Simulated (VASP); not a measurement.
## How uniaxial stress along [0001] changes ZnO (P6_3mc)

Wanted: the response of ZnO to uniaxial stress along [0001], as a table, with a fit that predicts a row left out.

Method: LDA; plane waves and PAW (Zn, O), in the first sound run; inputs show where later runs differ, in VASP 6.6.1.

### Step 1. Starting point

The structure is hexagonal, space group P6_3mc (No. 186). The conventional cell has a = 3.250 Å, b = 3.250 Å, c = 5.207 Å, α = 90.00°, β = 90.00°, γ = 120.00°. Nearest to Zn lie 4 O at 1.97 to 1.99 Å. O has 4 Zn at 1.97 to 1.99 Å nearest. Farther neighbours and most contacts between anions are not listed.

Coordinates:

```xyz
4
Lattice="3.2500 0.0000 0.0000 -1.6250 2.8146 0.0000 0.0000 0.0000 5.2070" Properties=species:S:1:pos:R:3 pbc="T T T"
Zn    0.0000    1.8764    0.0000
Zn    1.6250    0.9382    2.6035
O     0.0000    1.8764    1.9891
O     1.6250    0.9382    4.5926
```

### Step 2. Relax the crystal, LDA

The series starts from the cell that this level prefers, so that zero strain is near zero stress.

This step took 2 runs in a row; the last is shown.

Level: LDA; plane waves and PAW (Zn, O).

File INCAR:

```
SYSTEM = ZnO
PREC = Accurate
ENCUT = 600
EDIFF = 1E-07
NELM = 120
ISMEAR = 0
SIGMA = 0.02
LREAL = .FALSE.
ALGO = Normal
GGA = CA
NBANDS = 24
LASPH = .TRUE.
LORBIT = 11
LWAVE = .FALSE.
LCHARG = .FALSE.
KPAR = 16
IBRION = 2
NSW = 40
ISIF = 3
EDIFFG = -0.005
POTIM = 0.4
```

File POSCAR:

```
ZnO
1.0
    3.1937689507      0.0000000000      0.0000000000
   -1.5968844753      2.7658850448      0.0000000000
    0.0000000000      0.0000000000      5.1629500719
Zn O
2 2
Direct
    0.3333333333      0.6666666667      0.0017855572
    0.6666666667      0.3333333333      0.5017855572
    0.3333333333      0.6666666667      0.3802144428
    0.6666666667      0.3333333333      0.8802144428
```

File KPOINTS:

```
Automatic mesh
0
Gamma
11 11 6
0 0 0
```

The projector-augmented-wave data sets are Zn and O (LDA family, release 64).

The run is started by

```sh
mpirun -np 16 vasp_std
```

Log:

```text
[banner, memory and clock lines left out]
running   16 mpi-ranks, on    1 nodes
[...]
|                                                                             |
|           W    W    AA    RRRRR   N    N  II  N    N   GGGG   !!!           |
|           W    W   A  A   R    R  NN   N  II  NN   N  G    G  !!!           |
|           W    W  A    A  R    R  N N  N  II  N N  N  G       !!!           |
|           W WW W  AAAAAA  RRRRR   N  N N  II  N  N N  G  GGG   !            |
|           WW  WW  A    A  R   R   N   NN  II  N   NN  G    G                |
|           W    W  A    A  R    R  N    N  II  N    N   GGGG   !!!           |
|                                                                             |
|     For optimal performance we recommend to set                             |
|       NCORE = 2 up to number-of-cores-per-socket                            |
|     NCORE specifies how many cores store one orbital (NPAR=cpu/NCORE).      |
|     This setting can greatly improve the performance of VASP for DFT.       |
[...]
|     Unfortunately you need to use the default for GW and RPA                |
|     calculations (for HF NCORE is supported but not extensively tested      |
|     yet).                                                                   |
|                                                                             |

 LDA part: xc-table for (Slater(with rela. corr.)+CA(PZ))
 , standard interpolation
 POSCAR, INCAR and KPOINTS ok, starting setup
[...]
entering main loop
       N       E                     dE             d eps       ncg     rms          rms(c)
DAV:   1     0.300389963915E+03    0.30039E+03   -0.20316E+04  3112   0.244E+03
DAV:   2     0.551037235855E+01   -0.29488E+03   -0.27867E+03  3296   0.458E+02
DAV:   3    -0.237501579151E+02   -0.29261E+02   -0.29021E+02  3568   0.148E+02
DAV:   4    -0.242331356604E+02   -0.48298E+00   -0.48271E+00  3496   0.198E+01
[...]
DAV:  14    -0.211634116033E+02    0.22513E-05   -0.38094E-06  4192   0.214E-02    0.316E-03
DAV:  15    -0.211634115627E+02    0.40561E-07   -0.11238E-06  3216   0.879E-03    0.885E-04
DAV:  16    -0.211634115590E+02    0.36871E-08   -0.87132E-09  1680   0.105E-03
   1 F= -.21163412E+02 E0= -.21163412E+02  d E =-.211634E+02
[...]
reached required accuracy - stopping structural energy minimisation
```

Elapsed: 14 s, on 16 MPI ranks of AMD EPYC 7R43, shared host; peak memory 2.8 GiB.

The logs omit lines about the potential files and the build; timing stands in the text.

OUTCAR, selected parts (step 2):

```text
  Total        0.0133979      0.0133979      0.0193902      0.0000000     -0.0000000      0.0000000
  in kB        0.4706663      0.4706663      0.6811735      0.0000000     -0.0000000      0.0000000
  external PRESSURE =       0.5408353 kB  Pullay stress =       0.0000000 kB

 POSITION                                       TOTAL-FORCE (eV/Angst)
 -----------------------------------------------------------------------------------
     -0.00000      1.84392      0.00922        -0.000000      0.000000      0.000088
      1.59688      0.92196      2.59069         0.000000      0.000000      0.000088
     -0.00000      1.84392      1.96303         0.000000      0.000000     -0.000088
      1.59688      0.92196      4.54450        -0.000000      0.000000     -0.000088
 -----------------------------------------------------------------------------------
    total drift:                               -0.000000     -0.000000     -0.001111

  FREE ENERGIE OF THE ION-ELECTRON SYSTEM (eV)
  ---------------------------------------------------
  free  energy   TOTEN  =       -21.1634115590 eV

  energy  without entropy=      -21.1634115590  energy(sigma->0) =      -21.16341156

 reached required accuracy - stopping structural energy minimisation

[... 3 further parts left out ...]
[key lines of the parts left out:]
E-fermi :   1.4355
```

Numbers from this step:

* energy(sigma→0) of the program: -21.1634 eV
* stress, compression positive: xx, yy, zz 0.05, 0.05, 0.07 GPa
* volume: 45.607 Å³
* ionic steps: 1

### Step 3. Strain across the axis, LDA

One member in full: the axis is strained by -0.5 %, and the two directions across it are strained alike until their mean stress is under 0.012 GPa or five steps are spent.

This step took 5 runs, each at a new trial strain with the atoms of the one before; the last is shown.

Level: LDA; plane waves and PAW (Zn, O).

INCAR, as its differences from that of step 2:

```diff
@@ -15,7 +15,7 @@
 LCHARG = .FALSE.
-KPAR = 16
-IBRION = 2
-NSW = 40
-ISIF = 3
-EDIFFG = -0.005
-POTIM = 0.4
+KPAR = 4
+IBRION = 1
+NSW = 25
+ISIF = 2
+EDIFFG = -0.004
+POTIM = 0.3
```

File POSCAR:

```
ZnO
1.0
    3.1998599570      0.0000000000      0.0000000000
   -1.5999299790      2.7711600110      0.0000000000
    0.0000000000      0.0000000000      5.1371353220
Zn O
2 2
Direct
    0.3333333333      0.6666666667      0.0008171732
    0.6666666667      0.3333333333      0.5008171732
    0.3333333333      0.6666666667      0.3811828268
    0.6666666667      0.3333333333      0.8811828268
```

KPOINTS is that of step 2.

The run is started by

```sh
mpirun -np 4 vasp_std
```

Log:

```text
[banner, memory and clock lines left out]
running    4 mpi-ranks, on    1 nodes
[...]
LDA part: xc-table for (Slater(with rela. corr.)+CA(PZ))
 , standard interpolation
 POSCAR, INCAR and KPOINTS ok, starting setup
[...]
entering main loop
       N       E                     dE             d eps       ncg     rms          rms(c)
DAV:   1     0.300068365309E+03    0.30007E+03   -0.20375E+04  3088   0.246E+03
DAV:   2     0.572801053896E+01   -0.29434E+03   -0.27827E+03  3304   0.457E+02
DAV:   3    -0.237446990846E+02   -0.29473E+02   -0.29242E+02  3480   0.149E+02
DAV:   4    -0.242325553517E+02   -0.48786E+00   -0.48750E+00  3568   0.200E+01
[...]
DAV:  13    -0.211626922237E+02   -0.17323E-05   -0.56459E-06  4832   0.694E-02    0.122E-02
DAV:  14    -0.211626899857E+02    0.22380E-05   -0.38847E-06  4328   0.222E-02    0.302E-03
DAV:  15    -0.211626899541E+02    0.31641E-07   -0.91980E-07  3312   0.766E-03
   1 F= -.21162690E+02 E0= -.21162690E+02  d E =-.211627E+02
 BRION: g(F)=  0.127E-05 g(S)=  0.000E+00
 reached required accuracy - stopping structural energy minimisation
```

Wall time 26 s (4 MPI ranks); peak memory 0.71 GiB.

Parts of OUTCAR (step 3):

```text
  Total       -0.0021482     -0.0021482      0.2106352      0.0000000      0.0000000      0.0000000
  in kB       -0.0755582     -0.0755582      7.4084603      0.0000000      0.0000000      0.0000000
  external PRESSURE =       2.4191146 kB  Pullay stress =       0.0000000 kB

 POSITION                                       TOTAL-FORCE (eV/Angst)
 -----------------------------------------------------------------------------------
     -0.00000      1.84744      0.00420         0.000000      0.000000      0.003310
      1.59993      0.92372      2.57277        -0.000000      0.000000      0.003310
     -0.00000      1.84744      1.95819        -0.000000     -0.000000     -0.003310
      1.59993      0.92372      4.52676         0.000000      0.000000     -0.003310
 -----------------------------------------------------------------------------------
    total drift:                               -0.000000     -0.000000      0.000060

  FREE ENERGIE OF THE ION-ELECTRON SYSTEM (eV)
  ---------------------------------------------------
  free  energy   TOTEN  =       -21.1626899541 eV

  energy  without entropy=      -21.1626899541  energy(sigma->0) =      -21.16268995

[... 2 parts as in an earlier step ...]

[... 2 further parts left out ...]
[key lines of the parts left out:]
E-fermi :   1.4048
```

Numbers from this step:

```
energy(sigma→0) of the program : -21.1627 eV
stress, compression positive   : xx, yy, zz -0.01, -0.01, 0.74 GPa
ionic steps                    : 1
```

### Step 4. Band edges, HSE06

Short lines in KPOINTS_OPT sample the zone centre along and across the axis, for masses, and the other valleys.

Level: HSE06; plane waves and PAW (Zn, O).

File INCAR:

```
SYSTEM = ZnO
PREC = Accurate
ENCUT = 600
EDIFF = 1E-06
NELM = 100
ISMEAR = 0
SIGMA = 0.02
LREAL = .FALSE.
ALGO = Normal
LHFCALC = .TRUE.
AEXX = 0.25
GGA = PE
HFSCREEN = 0.2
LASPH = .TRUE.
NBANDS = 23
PRECFOCK = Fast
LWAVE = .FALSE.
LCHARG = .FALSE.
KPAR = 4
```

POSCAR is that of step 3.

File KPOINTS:

```
Automatic mesh
0
Gamma
6 6 3
0 0 0
```

File KPOINTS_OPT:

```
Line mode
6
Line-mode
Reciprocal
  0.00000000   0.00000000   0.00000000
  0.00000000   0.00000000   0.04088002

  0.00000000   0.00000000   0.00000000
 -0.02546368   0.01273184   0.00000000

  0.50000000   0.00000000   0.00000000
  0.50000000   0.00000000   0.50000000

  0.33333333   0.33333333   0.00000000
  0.33333333   0.33333333   0.50000000
```

The run is started by

```sh
mpirun -np 4 vasp_std
```

Log:

```text
[banner, memory and clock lines left out]
running    4 mpi-ranks, on    1 nodes
[...]
|                                                                             |
|               ----> ADVICE to this user running VASP <----                  |
|                                                                             |
|     You enforced a specific xc type in the INCAR file but a different       |
|     [... a line on the potential file left out ...]
|     I HOPE YOU KNOW WHAT YOU ARE DOING!                                     |
|                                                                             |

 LDA part: xc-table for (Slater+PW92), standard interpolation
 found WAVECAR, reading the header
 POSCAR, INCAR and KPOINTS ok, starting setup
[...]
reading WAVECAR
 the WAVECAR file was read successfully
 initial charge from wavefunction
 entering main loop
       N       E                     dE             d eps       ncg     rms          rms(c)
DAV:   1    -0.228416849093E+02   -0.22842E+02   -0.28579E+00   742   0.501E+01    0.369E+00
DAV:   2    -0.227169200594E+02    0.12476E+00   -0.88249E-01   822   0.173E+01    0.114E+00
DAV:   3    -0.227132848414E+02    0.36352E-02   -0.11311E-01   889   0.546E+00    0.559E-01
DAV:   4    -0.227138103276E+02   -0.52549E-03   -0.76289E-03   770   0.791E-01    0.318E-01
[...]
DAV:   9    -0.227128115058E+02    0.51956E-05   -0.41224E-06   728   0.244E-02    0.205E-02
DAV:  10    -0.227128099141E+02    0.15918E-05   -0.11416E-06   483   0.117E-02    0.120E-02
DAV:  11    -0.227128094954E+02    0.41865E-06   -0.65732E-07   441   0.847E-03
   1 F= -.22712809E+02 E0= -.22712809E+02  d E =-.101976E-13
 Start KPOINTS_OPT (optional k-point list driver)
k-point batch [1-14\24]
       N       E                     dE             ncg
DAV:   1     0.232698342107E+04   -0.15403E+04      644
DAV:   2    -0.230736275099E+04   -0.46343E+04      700
DAV:   3    -0.282267843139E+04   -0.51532E+03      749
DAV:   4    -0.283727129878E+04   -0.14593E+02      791
DAV:   5    -0.283741344449E+04   -0.14215E+00      798
DAV:   6    -0.283741485777E+04   -0.14133E-02      749
DAV:   7    -0.283741487666E+04   -0.18882E-04      742
DAV:   8    -0.283741487698E+04   -0.32715E-06      518
k-point batch [15-24\24]
       N       E                     dE             ncg
DAV:   1     0.434075008885E+04   -0.14490E+05      460
DAV:   2     0.110914036380E+04   -0.32316E+04      481
DAV:   3     0.765320531355E+03   -0.34382E+03      551
DAV:   4     0.754126061436E+03   -0.11194E+02      544
DAV:   5     0.753995136659E+03   -0.13092E+00      558
DAV:   6     0.753993678879E+03   -0.14578E-02      523
DAV:   7     0.753993657954E+03   -0.20925E-04      516
DAV:   8     0.753993657567E+03   -0.38705E-06      356
```

Run time: 21 min. Hardware: 4 MPI ranks; peak memory 1.1 GiB; 84 min of CPU time.

OUTCAR, selected parts (step 4):

```text
  LATTYP: Found a hexagonal cell.
 ALAT       =     3.1998599570
 C/A-ratio  =     1.6054250470

 Subroutine GETGRP returns: Found 12 space group operations
 (whereof  6 operations were pure point group operations)

The static configuration has the point symmetry C_3v.
 The point group associated with its full space group is C_6v.

 Found     14 irreducible k-points:

   k-points           NKPTS =     14   k-points in BZ     NKDIM =    108   number of bands    NBANDS=     23

   dimension x,y,z NGX =    28 NGY =   28 NGZ =   42
   dimension x,y,z NGXF=    56 NGYF=   56 NGZF=   84

   ENCUT  =  600.0 eV  44.10 Ry    6.64 a.u.   6.39  6.39 10.26*2*pi/ulx,y,z

   NELECT =      36.0000    total number of electrons

  exchange ACFDT corr.  =         0.00000000  see jH, gK, PRB 81, 115126

 E-fermi :   0.5230

 k-point     1 :       0.0000    0.0000    0.0000
  band No.  band energies     occupation
    ...
     14      -0.4823      2.00000
     15      -0.4823      2.00000
     16       0.3366      2.00000
     17       0.4255      2.00000
     18       0.4255      2.00000
     19       3.0274      0.00000
     20       7.8427      0.00000
     21      10.9580      0.00000
     22      15.7069      0.00000
     23      15.7069      0.00000

 k-point     2 :       0.1667    0.0000    0.0000
  band No.  band energies     occupation
    ...
     14      -1.5016      2.00000
     15      -0.8836      2.00000
     16      -0.7071      2.00000
     17       0.1209      2.00000
     18       0.2051      2.00000
     19       4.4692      0.00000
     20       8.9675      0.00000
     21      10.8358      0.00000
     22      13.4984      0.00000
     23      15.5137      0.00000

 POSITION                                       TOTAL-FORCE (eV/Angst)
 -----------------------------------------------------------------------------------
     -0.00000      1.84744      0.00420        -0.000000     -0.000000     -0.017227
      1.59993      0.92372      2.57277         0.000000     -0.000000     -0.017227
     -0.00000      1.84744      1.95819         0.000000      0.000000      0.017227
      1.59993      0.92372      4.52676        -0.000000      0.000000      0.017227
 -----------------------------------------------------------------------------------
    total drift:                                0.000000     -0.000010     -0.000794

  FREE ENERGIE OF THE ION-ELECTRON SYSTEM (eV)
  ---------------------------------------------------
  free  energy   TOTEN  =       -22.7128094954 eV

  energy  without entropy=      -22.7128094954  energy(sigma->0) =      -22.71280950

[... 1 part as in an earlier step ...]

[... 7 further parts left out ...]
```

This run gave:

```
energy(sigma→0) of the program : -22.7128 eV
```

### Step 5. The table

Hybrid runs start from orbitals of a short LDA run, not shown.

Runs beyond LDA use the data sets made with LDA; this shifts their levels slightly, and their total energies have another zero.

The other members went through these steps as far as the tables show, with the same cutoff and, step by step, the same mesh; 46 runs are not shown. The session took 13 core hours (wall time by ranks) on a shared machine.

| strain along the axis (%) | strain across the axis (%) | stress along the axis, tension positive (GPa) | energy above the unstrained row (meV/atom) | gap on the mesh, LDA (eV) |
| --- | --- | --- | --- | --- |
| -2.000 | 0.715 | -2.867 | 2.304 | 0.843 |
| -1.500 | 0.539 | -2.205 | 1.343 | 0.833 |
| -1.000 | 0.359 | -1.527 | 0.648 | 0.822 |
| -0.500 | 0.191 | -0.741 | 0.187 | 0.811 |
| 0 | 0.011 | -0.051 | 0.000 | 0.800 |
| 0.500 | -0.158 | 0.719 | 0.098 | 0.789 |
| 1.000 | -0.330 | 1.550 | 0.461 | 0.776 |
| 1.500 | -0.497 | 2.379 | 1.114 | 0.764 |
| 2.000 | -0.664 | 3.227 | 2.031 | 0.751 |

Slopes at zero strain, from cubics through all rows: strain ratio -0.345, stress over strain 152 GPa.

Band edges at HSE06, counted from the valence-band top at Γ, with one row partly withheld:

| strain along the axis (%) | gap (eV) | conduction band at Γ (eV) | lowest conduction level on M–L (eV) | second valence level below the top (eV) | third valence level below the top (eV) |
| --- | --- | --- | --- | --- | --- |
| -2.000 | 2.636 | 2.636 | 7.509 | 0.000 | 0.092 |
| -1.500 | 2.625 | 2.625 | 7.493 | 0.000 | 0.089 |
| -1.000 | 2.614 | 2.614 | 7.476 | 0.000 | 0.087 |
| -0.500 | 2.602 | 2.602 | 7.459 | 0.000 | 0.089 |
| 0 | 2.589 | 2.590 | 7.441 | 0.000 | 0.090 |
| 0.500 | ? | ? | 7.422 | 0.000 | 0.094 |
| 1.000 | 2.562 | 2.563 | 7.403 | 0.000 | 0.099 |
| 1.500 | 2.548 | 2.548 | 7.383 | 0.000 | 0.106 |
| 2.000 | 2.533 | 2.533 | 7.363 | 0.000 | 0.114 |

Conduction masses, in electron masses:

| strain along the axis (%) | conduction mass at Γ, along the strain axis or the normal of the plane | conduction mass at Γ, across the strain axis or in the plane |
| --- | --- | --- |
| -2.000 | 0.253 | 0.249 |
| -1.500 | 0.251 | 0.249 |
| -1.000 | 0.250 | 0.251 |
| -0.500 | 0.245 | 0.251 |
| 0 | 0.244 | 0.253 |
| 0.500 | 0.242 | 0.254 |
| 1.000 | 0.237 | 0.250 |
| 1.500 | 0.235 | 0.253 |
| 2.000 | 0.234 | 0.255 |

### Step 6. Fit and prediction

The quantity to fit is the conduction level at Γ above the mean of the three top valence levels at HSE06: 2.667, 2.655, 2.643, 2.632, 2.620, 2.596, 2.583, 2.571 eV in the rows shown.

A least-squares parabola through the 8 rows shown, with e the strain in %: E = − 2.34e-4 e² − 0.02382 e + 2.620 (eV), r.m.s. residual 1.3e-4 eV.

For the withheld row, e = 0.5, the fit gives 2.6077 eV.

### Step 7. Checking the prediction

The calculation gives 2.6076 eV, so the prediction is 0.0001 eV too high.

### Step 8. Summary of results

* Poisson ratio: 0.345
* Young's modulus along the axis: 152 GPa
* gap of the unstrained cell, HSE06: 2.59 eV
* slope at zero strain of the conduction level at Γ above the mean of the three top valence levels, HSE06: -24 meV per %
* error of the predicted row: 0.1 meV

**Reading.** As a check, the curvature of the energy gives 155 GPa for the same modulus (energy per volume = E/2 × strain²), 2 % from the slope of the stress. The energy also has a linear term worth 0.13 GPa that the stress column lacks, a mark of the finite basis. At HSE06 the lowest conduction valley is Γ throughout, and the gap runs between 2.53 and 2.64 eV. Hole masses are left out throughout, since the top bands are degenerate or cross in many series; of conduction masses, those of the Γ, L and (for Si and Ge under (001) strain) Δ valleys are kept where they change by under an eighth between rows. A measured gap of unstrained ZnO is 3.4 eV (arxiv:0805.4641, fundamental direct gap at Gamma, experimental literature value, temperature not given); the static gaps here belong to the lattice relaxed at LDA. HSE06 ran on a coarser mesh than the semilocal levels. Spin-orbit coupling is left out at HSE06, so the valence splittings there lack it. Temperature, zero-point motion and excitons are left out.

[Lines on the potential files, build, host, timing and source positions are cut from VASP's logs without a mark.]

[Logs are printed without paths, hosts, clocks, repeated set-up lines and the standing remarks that a program may print on its own settings, such as how far it seeks lower states.]

[Hosts, paths, dates, database ids (printed as entryN), source tags and the programs' standing remarks are cut or masked in the printed files.]

[In band tables of VASP the shares of atoms and orbitals are scaled to a sum of 1 inside the atoms' spheres.]
